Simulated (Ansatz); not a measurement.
BN in Ansatz: the effect of functional

Crystal: BN.

```
CELL_PARAMETERS angstrom
2.51942 0.00000 0.00000
-1.25971 2.18188 0.00000
0.00000 0.00000 4.16973
ATOMIC_POSITIONS crystal
N 0.33333 0.66667 0.12528
N 0.66667 0.33333 0.62528
B 0.33333 0.66667 0.49972
B 0.66667 0.33333 0.99972
```

Measurements of this composition are mostly on another form, of space group No. 194.

The cell isn't the ideal one: volume scaled by 0.96.

Alike in all runs:

```yaml
Program: Ansatz 0.2.0
Task: single point
Potentials_or_basis: Ansatz PAW
k_mesh: 12 × 12 × 6
Occupations: fermi-dirac, width 0.05 eV
Spin: no spin polarisation
```

| functional | cutoff | gap on the mesh (eV) | pressure (GPa) | largest force (eV/Å) |
| --- | --- | --- | --- | --- |
| LDA | 420 eV (not typed: the program's choice for these potentials) | 4.93 | 1.7 | 0.01 |
| PBEsol | 420 eV (not typed: the program's choice for these potentials) | ? | ? | ? |
| r2SCAN | 500 eV (not typed: the program's choice for these potentials) | 5.70 | 11.7 | 0.01 |

What does the run with functional PBEsol give?

gap on the mesh 4.92 eV; pressure 10.1 GPa; largest force 0.02 eV/Å.

Caveats: the PAW data sets come from PBE, with cores solved anew for the run's functional, which leaves a small shift of forces and pressure.

A k mesh can miss the band edges.
